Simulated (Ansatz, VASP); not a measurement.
SnTe: VASP beside Ansatz

```
CELL_PARAMETERS angstrom
0.00000 3.15650 3.15650
3.15650 0.00000 3.15650
3.15650 3.15650 0.00000
ATOMIC_POSITIONS crystal
Sn 0.00000 0.00000 0.00000
Te 0.50000 0.50000 0.50000
```

Alike in both runs: task single point; functional PBEsol; k mesh 10 × 10 × 10; occupations gaussian, width 0.03 eV; no spin polarisation.

|  | VASP | Ansatz |
| --- | --- | --- |
| version | VASP 6.6.1 | Ansatz 0.2.0 |
| potentials or method | VASP PAW PBE potentials, release 64 (Sn_d, Te) | scalar-relativistic, plane waves, PAW |
| plane-wave cutoff (eV) | 520 | 420 |
| valence electrons in the cell | 20 | 30 |

|  | VASP | Ansatz | Ansatz less VASP |
| --- | --- | --- | --- |
| gap on the k mesh at the Fermi level (eV) | 0.13 | 0.13 | -0.001 |
| least direct gap on the mesh (eV) | 0.13 | 0.13 | -0.001 |
| pressure (GPa) | -0.6 | -0.5 | +0.02 |

The two sets of potentials don't hold the same shells in valence.

Caveats: the PAW data sets were made with another functional, which shifts forces and pressure a little (VASP); spin-orbit coupling is left out, which moves the levels of the heavy elements.
